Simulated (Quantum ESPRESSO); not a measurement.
HgTe (Coloradoite):

```
Hg Te
1.0
     0.00000    3.21450    3.21450
     3.21450    0.00000    3.21450
     3.21450    3.21450    0.00000
Hg Te
1 1
Direct
  0.00000 0.00000 0.00000
  0.75000 0.75000 0.75000
```

```yaml
Program: Quantum ESPRESSO 7.5
Task: phonon dispersion
Functional: PBEsol
Potentials_or_basis: GBRV 1.5 PBEsol
Cutoff: 612 eV
Density_cutoff: 4898 eV
k_mesh: 6 × 6 × 6
Occupations: cold, width 0.2 eV
Spin: no spin polarisation
Mixing_beta: 0.5
Most_SCF_iterations: 120
SCF_threshold: 4e-10 Ry
q_mesh: 2 × 2 × 2
```

The cell and the atoms were relaxed first, to 34.79 Å³/atom (a = 4.617 Å, b = 4.617 Å, c = 4.617 Å, α = 60.00°, β = 60.00°, γ = 60.00°), and the response was taken there.

Problem. Is this structure dynamically stable at this level, and how far does the spectrum reach?

Solution. Yes, as far as this q mesh shows: no mode on the path is imaginary. The highest frequency is 138 cm⁻¹.

Phonon frequencies at the corners of the path (cm⁻¹, interpolated; i marks imaginary ones):
```
point           frequencies
    Γ     0 0 0 110 110 110
    X  18 18 91 127 133 133
    W  28 46 79 123 135 136
    K  19 44 82 124 130 138
    L  20 20 80 123 123 136
    U  19 44 82 124 130 138
```

Harmonic thermodynamics per atom at this volume (zero-point energy 15.7 meV, Debye temperature from the second moment 178 K):
| T (K) | free energy (meV) | entropy (k_B) | heat capacity Cv (k_B) |
| --- | --- | --- | --- |
| 50 | 12.2 | 1.78 | 1.85 |
| 100 | 0.9 | 3.35 | 2.59 |
| 200 | -37.0 | 5.27 | 2.89 |
| 298.15 | -86.8 | 6.43 | 2.95 |
| 500 | -213.1 | 7.97 | 2.98 |
| 800 | -438.6 | 9.37 | 2.99 |

Phonon states per cell in windows of 10 cm⁻¹ (negative: imaginary):
```
from (cm⁻¹)  total    Hg    Te
          0   0.02  0.01  0.01
         10   0.54  0.38  0.16
         20   0.78  0.58  0.20
         30   0.37  0.28  0.10
         40   0.33  0.25  0.08
         50   0.06  0.05  0.02
         60   0.14  0.11  0.03
         70   0.57  0.52  0.05
         80   0.18  0.18  0.01
         90   0.00  0.00  0.00
        100   0.00  0.00  0.00
        110   0.37  0.12  0.25
        120   1.66  0.33  1.33
        130   0.97  0.20  0.77
```

A q mesh this small can miss soft modes between its points.

Caveat: the mesh is thin for the phonons of a metal; the q mesh is small, so phonon branches between its points and thermal values are rough.
